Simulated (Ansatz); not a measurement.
Here is an Ansatz 0.2.0 calculation.

The input input.yaml:

```yaml
crystal:
  lattice:
    - [0.0, 3.231781, 3.231781]
    - [3.231781, 0.0, 3.231781]
    - [3.231781, 3.231781, 0.0]
  atoms:
    - { symbol: Ti, position: [0.0, 0.0, 0.0] }
    - { symbol: Ti, position: [0.25, 0.25, 0.25] }
    - { symbol: Ti, position: [0.75, 0.75, 0.75] }
    - { symbol: Al, position: [0.5, 0.5, 0.5] }
kpoints:
  mp_grid: { grid: [7, 7, 7] }
  band_path:
    path:
      - [0.0, 0.0, 0.0]
      - [0.5, 0.0, 0.5]
      - [0.5, 0.25, 0.75]
      - [0.375, 0.375, 0.75]
      - [0.0, 0.0, 0.0]
      - [0.5, 0.5, 0.5]
      - [0.625, 0.25, 0.625]
      - [0.5, 0.25, 0.75]
    npoints: 6
scf:
  occupations: { method: fermi_dirac, width: 0.05 }
hamiltonian:
  xc: lda
  pseudopotentials: { kind: all_electron, lapw: { basis_error: 0.002 } }
output:
  forces: true
  stress: true
  eigenvalues: true
```

Potentials or basis: all-electron LAPW, scalar-relativistic.

The run is started by

```console
$ ansatz run input.yaml --threads 2 --pin off --max-ram 8192MiB --backend cpu --events-out ev --progress --plain --runs-dir out
```

(1) What does it give for the pressure?

(2) Predict the band gap along the path.

Results:

(1) -8.6 GPa.

(2) none (metal or under the smearing width).
